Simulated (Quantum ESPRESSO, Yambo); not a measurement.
# SiC (F-43m): Bethe-Salpeter spectra with Yambo, part 2 of 5

Wanted: excitons and ε₂ of SiC (F-43m), with cost.

Quantum ESPRESSO 7.5 and Yambo 5.3.0; PBE and many-body steps on it, plane waves. Known limits of the many-body steps: not at the basis limit; coarse k mesh; bindings not settled in the k mesh.

So far. Step 4 (Screening and self-energy, 4×4×4 mesh, 50 bands …): The gap on the mesh goes from 1.36 eV to 1.99 eV, a correction of +0.62 eV. Step 5 (Empty states on the mesh, 4×4×4 mesh, 12 bands): On this mesh the gap is 1.361 eV.

### Step 7. Excitons

Optical absorption needs the electron-hole interaction, solved here in a basis of vertical transitions on the mesh.

This step: Bethe-Salpeter equation on PBE with a scissors shift, plane waves, norm-conserving pseudopotentials.

File bse3.in:

```
optics
bss
bse
em1s
dipoles
rim_cut
RandQpts= 1000000
RandGvec= 1 RL
Chimod= "HARTREE"
BSKmod= "SEX"
BSEmod= "resonant"
BSSmod= "d"
BSENGexx= 20 Ry
BSENGBlk= 4 Ry
% BSEQptR
 1 | 1 |
%
% BSEBands
 2 | 5 |
%
% BEnRange
 0 | 8 | eV
%
% BDmRange
 0.1 | 0.1 | eV
%
BEnSteps= 161
% BLongDir
 1 | 0 | 0 |
%
% BndsRnXs
 1 | 12 |
%
NGsBlkXs= 4 Ry
% LongDrXs
 1 | 1 | 1 |
%
% KfnQP_E
 0.986 | 1.0 | 1.0 |
%
WRbsWF
FFTGvecs= 33 Ry
```

Run with:

```
$ OMP_NUM_THREADS=1 mpirun -n 8 yambo -F bse3.in -J bse3 -C bse3 > bse3.log
```

The program printed:

```text
 Yambo, version 5.3.0

 [02] CORE Variables Setup
 =========================

  [... cell, symmetries and grids as in the set-up ...]

  [02.05] Energies & Occupations
  ==============================

  [X] === General ===
  [X] Electronic Temperature                        :  0.000000  0.000000 [eV K]
  [X] Bosonic    Temperature                        :  0.000000  0.000000 [eV K]
  [X] Finite Temperature mode                       : no
  [X] El. density                                   :  0.38662E+24 [cm-3]
  [X] Fermi Level                                   :  9.496072 [eV]

  [X] === Gaps and Widths ===
  [X] Conduction Band Min                           :  1.361354 [eV]
  [X] Valence Band Max                              :  0.000000 [eV]
  [X] Filled Bands                                  :   4
  [X] Empty Bands                                   :   5  12
  [X] Direct Gap                                    :  4.552961 [eV]
  [X] Direct Gap localized at k                     :   7
  [X] Indirect Gap                                  :  1.361354 [eV]
  [X] Indirect Gap between kpts                     :   1   7
  [X] Last valence band width                       :  4.691457 [eV]
  [X] 1st conduction band width                     :  4.861997 [eV]

 [03] Transferred momenta grid and indexing
 ==========================================

 [BZ sampling] Q-grid is User defined and/or read from the database

 IBZ Q-points                                      :   8
 BZ  Q-points                                      :   64

 K/Q-points units:
 rlu = crystal or reduced units; cc = cartesian coordinates; iku = interal k-units

 Q [1]          [rlu]:  0.000000  0.000000  0.000000
 Q [2]          [rlu]: -0.86518E-17 -0.86518E-17  0.25000
 Q [3]          [rlu]:  0.17304E-16  0.17304E-16 -0.50000
 Q [4]          [rlu]:  0.23594E-17  0.25000      0.25000
 Q [5]          [rlu]:  0.14582E-17  0.25000      0.50000
 Q [6]          [rlu]: -0.93719E-16  0.25000     -0.25000
 Q [7]          [rlu]: -0.47188E-17 -0.50000     -0.50000
 Q [8]          [rlu]:  0.250000 -0.500000 -0.250000

  [03.01] X + BSE indexes
  =======================

   [03.01.01] Sigma indexes
   ========================

 [04] Coloumb potential Random Integration (RIM)
 ===============================================

  [04.01] RIM initialization
  ==========================

  * Diagonal components only detected *

  8 x (sBL volume)        :  0.222050 [a.u.]
  sBZ random points       :  1000000
  Points outside the sBZ  :   7996195
  RL volume               :  1.776402 [a.u.]
  Integrated volume       :  1.777248 [a.u.]

  [04.02] RIM integrals
  =====================

  Gamma point sphere radius             :  0.109842 [a.u.]
  Points outside the sphere             :   799659
  [Int_sBZ(q=0) 1/q^2]*(Vol_sBZ)^(-1/3) =:  7.764404
                                 should be <:  7.795600

  Summary of Coulomb integrals for non-metallic bands |Q|[au] RIM/Bare

  Q [1] 0.100000E-4 0.995998 * Q [2] 0.330365 1.064860
  Q [4] 0.381473 1.063764 * Q [6] 0.539484 1.026684
  Q [5] 0.632601 1.019317 * Q [3] 0.660731 1.017217
  Q [7] 0.762946 1.013693 * Q [8] 0.853000 1.010740

 [05] External/Internal QP corrections
 =====================================

 [QP_apply] Action to be applied: USER defined scissor

  [05.01]  QP corrections report
  ==============================

  [K+QP] === General ===
  [K+QP] Electronic Temperature                     :  0.000000  0.000000 [eV K]
  [K+QP] Bosonic    Temperature                     :  0.000000  0.000000 [eV K]
  [K+QP] Finite Temperature mode                    : no
  [K+QP] El. density                                :  0.38662E+24 [cm-3]
  [K+QP] Fermi Level                                :  0.000000 [eV]

  [K+QP] === Gaps and Widths ===
  [K+QP] Conduction Band Min                        :  2.347354 [eV]
  [K+QP] Valence Band Max                           :  0.000000 [eV]
  [K+QP] Filled Bands                               :   4
[...]
MATRIX transfer (X_G_finite_q_X_redux_1_1) :      0.0006s P1 ( 8 calls,   0.072 msec avg) [MAX]      0.0001s P6 ( 8 calls,   0.013 msec avg) [min]
                         IO_and_Messaging_switch :      0.0002s P1 (69 calls,   0.003 msec avg) [MAX]      0.0002s P2 (69 calls,   0.002 msec avg) [min]
                          BSE components folding :      0.0003s P8 [MAX]      0.0003s P7 [min]
                              BSE matrix (REDUX) :      0.0005s P8 [MAX]      0.0004s P5 [min]
                                    PP_uspp_init :      0.0006s P8 (16 calls,   0.036 msec avg) [MAX]      0.0005s P1 (17 calls,   0.029 msec avg) [min]
                                       X (REDUX) :      0.0047s P6 ( 8 calls,   0.587 msec avg) [MAX]      0.0006s P3 ( 8 calls,   0.071 msec avg) [min]
                                  eval_G_minus_G :      0.0008s P7 [MAX]      0.0007s P5 [min]
                                      Xo (REDUX) :      0.0340s P4 ( 8 calls,   4.244 msec avg) [MAX]      0.0009s P1 ( 8 calls,   0.116 msec avg) [min]
                                     K_WF_phases :      0.0116s P7 [MAX]      0.0029s P4 [min]
                             PARALLEL_lin_system :      0.0033s P3 ( 8 calls,   0.413 msec avg) [MAX]      0.0032s P1 ( 8 calls,   0.405 msec avg) [min]
                                   X (procedure) :      0.0080s P3 ( 8 calls,   1.001 msec avg) [MAX]      0.0035s P6 ( 8 calls,   0.440 msec avg) [min]
                          MATRIX transfer (NONE) :      0.0040s P8 ( 2 calls,   1.995 msec avg) [MAX]      0.0037s P1 ( 2 calls,   1.852 msec avg) [min]
                            X T_space Kernel sum :      0.0204s P5 (32 calls,   0.639 msec avg) [MAX]      0.0043s P8 (32 calls,   0.134 msec avg) [min]
                                     BSE dipoles :      0.0063s P6 [MAX]      0.0063s P7 [min]
                                        io_QINDX :      0.0175s P1 ( 5 calls,   3.506 msec avg) [MAX]      0.0082s P5 ( 3 calls,   2.740 msec avg) [min]
                                           io_BS :      0.0096s P5 (27 calls,   0.357 msec avg) [MAX]      0.0090s P8 (27 calls,   0.335 msec avg) [min]
                                     io_KB_pwscf :      0.0124s P8 ( 7 calls,   1.770 msec avg) [MAX]      0.0109s P1 ( 6 calls,   1.824 msec avg) [min]
                                            io_X :      0.0600s P1 (25 calls,   2.398 msec avg) [MAX]      0.0155s P5 (25 calls,   0.619 msec avg) [min]
                                 bz_samp_indexes :      0.0163s P3 [MAX]      0.0162s P1 [min]
                                       FFT_setup :      0.0181s P3 (21 calls,   0.862 msec avg) [MAX]      0.0168s P8 (20 calls,   0.839 msec avg) [min]
                                      T_space IP :      0.0176s P1 [MAX]      0.0174s P5 [min]
                               T_space CORR Osc. :      0.0282s P6 (16 calls,   1.765 msec avg) [MAX]      0.0179s P7 (16 calls,   1.120 msec avg) [min]
                                      io_DIPOLES :      0.0302s P1 (19 calls,   1.589 msec avg) [MAX]      0.0193s P3 (15 calls,   1.284 msec avg) [min]
                                         io_GROT :      0.0210s P7 ( 2 calls,  10.482 msec avg) [MAX]      0.0195s P6 ( 2 calls,   9.744 msec avg) [min]
              PARALLEL_HERMITIAN_diagonalization :      0.0208s P1 [MAX]      0.0206s P8 [min]
                                  LINEAR ALGEBRA :      0.0279s P3 ( 9 calls,   3.099 msec avg) [MAX]      0.0246s P5 [min]
                                     io_fragment :      0.0336s P1 (64 calls,   0.525 msec avg) [MAX]      0.0272s P7 (51 calls,   0.533 msec avg) [min]
                                     WF_load_FFT :      0.0315s P4 (17 calls,   1.854 msec avg) [MAX]      0.0279s P5 (16 calls,   1.746 msec avg) [min]
                                  DIPOLE_g_space :      0.0326s P6 [MAX]      0.0308s P3 [min]
                                    Diago Solver :      0.0536s P1 [MAX]      0.0450s P4 [min]
                                           io_WF :      0.0510s P4 (64 calls,   0.796 msec avg) [MAX]      0.0460s P5 (60 calls,   0.767 msec avg) [min]
                                T_space EXX Osc. :      0.0515s P4 (11 calls,   4.685 msec avg) [MAX]      0.0461s P5 (10 calls,   4.614 msec avg) [min]
                                  Xo (procedure) :      0.0475s P7 ( 8 calls,   5.941 msec avg) [MAX]      0.0467s P4 ( 8 calls,   5.832 msec avg) [min]
                                X T_space Kernel :      0.1216s P5 [MAX]      0.0997s P8 [min]
                                             RIM :      0.5449s P1 [MAX]      0.5443s P6 [min]
                                         Dipoles :      1.0520s P5 [MAX]      1.0520s P6 [min]

 [11] Game Over & Game summary
```

The job ended after 2.8 s (8 MPI ranks of Arm Neoverse V1, shared host; peak memory 1.9 GiB).

This step gave:

| Item | Value |
| --- | --- |
| transitions in the window | 192 |
| direct gap of the transition levels | 5.539 eV |
| lowest state | 5.169 eV |
| first strong exciton (over a fiftieth of the strongest listed) | 5.178 eV |
| binding of the lowest state below the direct gap | 0.3703 eV |
| Coulomb term of one mesh cell | 0.4199 eV |

The binding is 0.88 times the screened Coulomb term of one mesh cell (0.42 eV), so it is not shown settled.

The lowest state lies at 5.169 eV, 0.370 eV under the direct gap.

Lines within 3 meV are set at the lowest of them, and the highest group, which the list may cut short, is left out. Lines of the exciton spectrum (strongest = 100):

```
position (eV)  lines merged  strength, relative
        5.169             3                 0.2
        5.178             3                  24
        6.418             3                 100
        6.465             3                 0.0
        6.586             3                 0.0
        6.618             3                 0.0
        6.646             2                 0.0
        6.670             3                 0.0
```

The ε₂ has structure finer than the step of the table below, so its rows give means over 0.25 eV, whole bins alone (the curve runs from 0 to 8 eV). Peaks (eV: height): BSE 5.200: 30.0, 6.400: 121; no electron-hole interaction 5.550: 17.4, 7.000: 84.7, 7.600: 47.0.

Field along x; broadening 0.1 eV; transition window only. Limits: finite bands, cutoff and mesh; coarse k mesh; exciton not shown settled in the k mesh. ε₂ against photon energy; means over each step:

```
photon energy (eV)     BSE  no electron-hole interaction
              0.25  0.0518                        0.0402
              0.50  0.0565                        0.0433
              0.75  0.0618                        0.0469
              1.00  0.0680                        0.0509
              1.25  0.0752                        0.0555
              1.50  0.0836                        0.0608
              1.75  0.0935                        0.0669
              2.00   0.105                        0.0740
              2.25   0.120                        0.0823
              2.50   0.138                        0.0921
              2.75   0.160                         0.104
              3.00   0.188                         0.118
              3.25   0.226                         0.136
              3.50   0.277                         0.159
              3.75   0.350                         0.189
              4.00   0.463                         0.230
              4.25   0.656                         0.288
              4.50    1.05                         0.380
              4.75    2.22                         0.545
              5.00    10.2                         0.935
              5.25    19.9                          2.62
              5.50    4.75                          12.1
              5.75    3.95                          4.85
              6.00    8.10                          2.00
              6.25    43.1                          2.29
              6.50    76.2                          4.24
              6.75    17.1                          14.7
              7.00    12.7                          64.0
              7.25    10.5                          28.1
              7.50    5.15                          37.4
              7.75    1.90                          30.8
```

### Step 8. Triplet (no exchange term)

bse4.in, as its differences from bse3.in of step 7:

```diff
@@ -12,3 +12,3 @@
 BSSmod= "d"
-BSENGexx= 20 Ry
+BSENGexx= 1 RL
 BSENGBlk= 4 Ry
```

Run with:

```
$ OMP_NUM_THREADS=1 mpirun -n 8 yambo -F bse4.in -J bse4,bse3_W -C bse4 > bse4.log
```

The program printed:

```text
 Yambo, version 5.3.0

 [02] CORE Variables Setup
 =========================

  [... cell, symmetries and grids as in the set-up ...]

  [02.05] Energies & Occupations
  ==============================

  [X] === General ===
  [X] Electronic Temperature                        :  0.000000  0.000000 [eV K]
  [X] Bosonic    Temperature                        :  0.000000  0.000000 [eV K]
  [X] Finite Temperature mode                       : no
  [X] El. density                                   :  0.38662E+24 [cm-3]
  [X] Fermi Level                                   :  9.496072 [eV]

  [X] === Gaps and Widths ===
  [X] Conduction Band Min                           :  1.361354 [eV]
  [X] Valence Band Max                              :  0.000000 [eV]
  [X] Filled Bands                                  :   4
  [X] Empty Bands                                   :   5  12
  [X] Direct Gap                                    :  4.552961 [eV]
  [X] Direct Gap localized at k                     :   7
  [X] Indirect Gap                                  :  1.361354 [eV]
  [X] Indirect Gap between kpts                     :   1   7
  [X] Last valence band width                       :  4.691457 [eV]
  [X] 1st conduction band width                     :  4.861997 [eV]

 [03] Transferred momenta grid and indexing
 ==========================================

 IBZ Q-points                                      :   8
 BZ  Q-points                                      :   64

 K/Q-points units:
 rlu = crystal or reduced units; cc = cartesian coordinates; iku = interal k-units

 Q [1]          [rlu]:  0.000000  0.000000  0.000000
 Q [2]          [rlu]: -0.86518E-17 -0.86518E-17  0.25000
 Q [3]          [rlu]:  0.17304E-16  0.17304E-16 -0.50000
[...]
BSE dipoles :      0.0060s P3 [MAX]      0.0060s P1 [min]
                                io_QINDX :      0.0072s P1 ( 3 calls,   2.401 msec avg) [MAX]      0.0071s P3 ( 3 calls,   2.360 msec avg) [min]
                                   io_BS :      0.0115s P7 (27 calls,   0.427 msec avg) [MAX]      0.0079s P8 (27 calls,   0.292 msec avg) [min]
                              io_DIPOLES :      0.0107s P8 ( 5 calls,   2.145 msec avg) [MAX]      0.0089s P6 ( 5 calls,   1.789 msec avg) [min]
                             WF_load_FFT :      0.0145s P4 (12 calls,   1.212 msec avg) [MAX]      0.0128s P5 (11 calls,   1.159 msec avg) [min]
                               FFT_setup :      0.0148s P2 (13 calls,   1.142 msec avg) [MAX]      0.0134s P6 (12 calls,   1.118 msec avg) [min]
                                 io_GROT :      0.0156s P6 ( 2 calls,   7.806 msec avg) [MAX]      0.0151s P1 ( 2 calls,   7.556 msec avg) [min]
                       T_space CORR Osc. :      0.0293s P5 (16 calls,   1.833 msec avg) [MAX]      0.0157s P7 (16 calls,   0.982 msec avg) [min]
                              T_space IP :      0.0192s P7 [MAX]      0.0173s P3 [min]
                             io_fragment :      0.0194s P4 (37 calls,   0.525 msec avg) [MAX]      0.0183s P5 (35 calls,   0.522 msec avg) [min]
      PARALLEL_HERMITIAN_diagonalization :      0.0198s P1 [MAX]      0.0196s P8 [min]
                          LINEAR ALGEBRA :      0.0225s P7 [MAX]      0.0225s P1 [min]
                                   io_WF :      0.0274s P4 (42 calls,   0.652 msec avg) [MAX]      0.0247s P5 (38 calls,   0.650 msec avg) [min]
                        T_space EXX Osc. :      0.0419s P4 (11 calls,   3.805 msec avg) [MAX]      0.0378s P5 (10 calls,   3.784 msec avg) [min]
                                    io_X :      0.0394s P1 (24 calls,   1.640 msec avg) [MAX]      0.0380s P6 (24 calls,   1.582 msec avg) [min]
                            Diago Solver :      0.0498s P1 [MAX]      0.0426s P6 [min]
                        X T_space Kernel :      0.1056s P5 [MAX]      0.0815s P8 [min]

 [11] Game Over & Game summary
[key lines of the parts left out:]
Dipoles :      0.0033s P1 [MAX]      0.0032s P7 [min]
```

The job ended after 1.1 s (8 MPI ranks; peak memory 0.25 GiB).

The lowest triplet lies at 5.128 eV; without spin-orbit coupling triplets are dark, so no spectrum is read.

### Step 9. Empty states on the mesh, 6×6×6 mesh, 12 bands

This step: Quantum ESPRESSO 7.5; DFT, PBE, plane waves, norm-conserving pseudopotentials.

File pw.in:

```
&control
  calculation = 'nscf'
  prefix = 'x'
  outdir = 'o'
  pseudo_dir = 'pseudo'
/
&system
  ibrav = 0
  nat = 2
  ntyp = 2
  ecutwfc = 74.0
  nbnd = 12
  force_symmorphic = .true.
/
&electrons
  conv_thr = 1e-9
  electron_maxstep = 80
  diago_full_acc = .true.
  diago_thr_init = 5e-6
/
ATOMIC_SPECIES
  Si 28.085 Si.upf
  C 12.011 C.upf
CELL_PARAMETERS angstrom
  -0.0000000000 2.1790000000 2.1790000000
  2.1790000000 -0.0000000000 2.1790000000
  2.1790000000 2.1790000000 -0.0000000000
ATOMIC_POSITIONS crystal
  Si 0.0000000000 0.0000000000 0.0000000000
  C 0.2500000000 0.2500000000 0.2500000000
K_POINTS automatic
  6 6 6 0 0 0
```

Run with:

```
$ OMP_NUM_THREADS=1 mpirun -n 8 pw.x -nk 4 -in pw.in > pw.out
```

The program printed:

```text
[banner, memory and clock lines left out]
Program PWSCF v.7.5 starts

     Atomic positions and unit cell read from directory:
     o/x.save/

     Message from routine setup:
     using ibrav=0 with symmetry is DISCOURAGED, use correct ibrav instead

     bravais-lattice index     =            0
     lattice parameter (alat)  =       5.8233  a.u.
     unit-cell volume          =     139.6363 (a.u.)^3
     number of atoms/cell      =            2
     number of atomic types    =            2
     number of electrons       =         8.00
[...]
-5.9135   9.4961   9.4961   9.4961  15.7194  16.8074  16.8074  16.8074
    24.0247  24.0247  25.9553  26.7794

          k = 0.1179 0.1179-0.1179 (  1489 PWs)   bands (ev):

    -5.3746   7.1224   9.1655   9.1655  15.8365  17.3236  17.3236  17.8449
    22.4957  22.4957  25.1676  28.4714

          k = 0.2357 0.2357-0.2357 (  1501 PWs)   bands (ev):

    -3.8486   3.3156   8.6503   8.6503  15.1794  17.1450  17.1450  19.4109
    23.7912  23.7912  24.7588  32.1412

          k =-0.3536-0.3536 0.3536 (  1502 PWs)   bands (ev):

     [... further k-points ...]

     highest occupied, lowest unoccupied level (ev):     9.4961   10.8574

     XML data file, pseudopotentials, collected wavefunctions
```

The job ended after 0.96 s (8 MPI ranks; peak memory 0.05 GiB).

This step gave:

```yaml
gap: 1.361 eV
k_of_the_valence_top: 0, 0, 0
k_of_the_conduction_bottom: 0, -0.5, -0.5
least_direct_gap: 4.553 eV
k_points_computed: 16
lowest_point_of_the_top_converged_band_above_the_valence_top: 17.28 eV
```

On this mesh the gap is 1.361 eV.

### Step 10. Conversion and set-up

This step: Yambo 5.3.0; conversion and set-up on PBE, plane waves, norm-conserving pseudopotentials.

Run with:

```
$ (cd o/x.save; p2y > p2y.log; mv SAVE ../..); yambo > setup.log
```

The program printed:

```text
 Yambo, version 5.3.0

 [02] CORE Variables Setup
 =========================

  [02.01] Unit cells
  ==================

  Cell kind             :  FCC
  Atoms in the cell     :  Si  C
  number of Si atoms    :  1
  number of C  atoms    :  1

  List of atomic masses
  Mass of Si    :  28.08500
  Mass of C     :  12.01100

  List of atomic coordinates    : [cc]
  Si1       :  0.000000  0.000000  0.000000  order 1
  C1       :  2.058857  2.058857  2.058857  order 2

  Alat factors          :  4.117713  4.117713  4.117713 [a.u.]
  Direct lattice volume :  139.6363 [a.u.]
[...]
Q [ 1]         [rlu]:  0.000000  0.000000  0.000000
 Q [ 2]         [rlu]:  0.16734E-16  0.16734E-16  0.16667
 Q [ 3]         [rlu]:  0.33468E-16  0.33468E-16  0.33333
[...]
Q [ 8]         [rlu]: -0.19076E-16  0.16667     -0.33333
 Q [ 9]         [rlu]: -0.57120E-17  0.16667     -0.16667
 Q [10]         [rlu]:  0.31459E-17  0.33333      0.33333
     [... 4 further rows ...]
 Q [15]         [rlu]:  0.166667  0.333333 -0.333333
 Q [16]         [rlu]:  0.166667 -0.500000 -0.333333

  [03.01] X indexes
  =================

   [03.01.01] Sigma indexes
   ========================

 [06] Game Over & Game summary
```

Run time: 2.2 s. Hardware: 1 MPI rank; peak memory 0.23 GiB.

[end of part 2 of 5]

[Paths, hosts, dates, memory and timing lines, banners, echoed tables and standing remarks are left out of the program output.]

[Logs are printed without paths, hosts, clocks, repeated set-up lines and the standing remarks that a program may print on its own settings, such as how far it seeks lower states.]

[Runs of the session that timed out or met a known fault of the program may be left out.]

[Hosts, paths, dates, database ids (printed as entryN), source tags and the programs' standing remarks are cut or masked in the printed files.]
